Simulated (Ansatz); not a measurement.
# YN: response to strain

YN is deformed so: equal xx and yy strain of -2 %. What stress and forces result, by LAPW, PAW and all-electron datasets made for the crystal?

Method: DFT LDA, scalar-relativistic, in Ansatz 0.2.0.

**1. Starting point**

It takes space group Fm-3m (No. 225, cubic). Conventional cell: a = 4.877 Å, b = 4.877 Å, c = 4.877 Å, α = 90.00°, β = 90.00°, γ = 90.00°. Y (site symmetry m-3m) is surrounded by 6 N at 2.44 Å. N (site symmetry m-3m) is surrounded by 6 Y at 2.44 Å.

Structure file:

```
CELL_PARAMETERS angstrom
0.00000 2.43850 2.43850
2.43850 0.00000 2.43850
2.43850 2.43850 0.00000
ATOMIC_POSITIONS crystal
Y 0.00000 0.00000 0.00000
N 0.50000 0.50000 0.50000
```

Atoms are numbered in the order of the input: Y1, N2.

**2. After the deformation**

Space group Fm-3m before, I4/mmm after.

**3. Full-potential LAPW**

Input file input.yaml:

```yaml
crystal:
  lattice:
    - [0.0, 2.38973, 2.4385]
    - [2.38973, 0.0, 2.4385]
    - [2.38973, 2.38973, 0.0]
  atoms:
    - { symbol: "Y", position: [0.0, 0.0, 0.0] }
    - { symbol: "N", position: [0.5, 0.5, 0.5] }
kpoints:
  mp_grid: { grid: [11, 11, 11] }
  band_path:
    path:
      - [0.0, 0.0, 0.0]
      - [0.0, 0.5, 0.5]
      - [0.25, 0.75, 0.5]
      - [0.0, 0.5, 0.0]
      - [0.0, 0.0, 0.0]
      - [0.5, 0.5, 0.0]
      - [0.37005, 0.62995, 0.0]
      - [-0.37005, 0.37005, 0.0]
      - [0.0, 0.0, 0.0]
    npoints: 5
scf:
  occupations: { method: fermi_dirac, width: 0.03 }
hamiltonian:
  xc: lda
  pseudopotentials: { kind: all_electron, lapw: { basis_error: 0.001 } }
output:
  forces: true
  stress: true
  eigenvalues: true
```

Started as:

```bash
$ ansatz run input.yaml --threads 1 --pin off --max-ram 3072MiB --backend cpu --events-out ev --progress --plain --runs-dir out
```

**4. Frozen-core PAW**

Input file input.yaml:

```yaml
crystal:
  lattice:
    - [0.0, 2.38973, 2.4385]
    - [2.38973, 0.0, 2.4385]
    - [2.38973, 2.38973, 0.0]
  atoms:
    - { symbol: "Y", position: [0.0, 0.0, 0.0] }
    - { symbol: "N", position: [0.5, 0.5, 0.5] }
kpoints:
  mp_grid: { grid: [11, 11, 11] }
scf:
  occupations: { method: fermi_dirac, width: 0.03 }
hamiltonian:
  xc: lda
  pseudopotentials: { kind: paw }
output:
  forces: true
  stress: true
  eigenvalues: true
  efg: { contact_densities: true }
  write_density: true
  write_potential: true
  elf: true
  volumetric_format: npy
```

**5. All-electron PAW on datasets made for the crystal**

Edit input.yaml of step 4 so:

```diff
@@ -14,3 +14,3 @@
   xc: lda
-  pseudopotentials: { kind: paw }
+  pseudopotentials: { kind: all_electron, datasets: crystal }
 output:
@@ -20,5 +20 @@
   efg: { contact_densities: true }
-  write_density: true
-  write_potential: true
-  elf: true
-  volumetric_format: npy
```

(Steps that only read results are left out.)

Before running it: what results should come out? Wanted: pressure; largest shear or deviatoric stress.

The runs gave:

| quantity | value |
| --- | --- |
| pressure | LAPW 1.14, PAW 1.10, crystal datasets 1.14 GPa |
| largest shear or deviatoric stress (LAPW) | 3.87 GPa |

What this shows: The largest part of the stress beyond the pressure is 3.87 GPa in size, in the zz component; the atoms are carried along and not relaxed. No run of the undeformed cell stands beside it, so the pressure holds what the given cell had before the change. PAW: stress within 0.04 GPa of LAPW. Crystal datasets: stress within 0.01 GPa of LAPW.
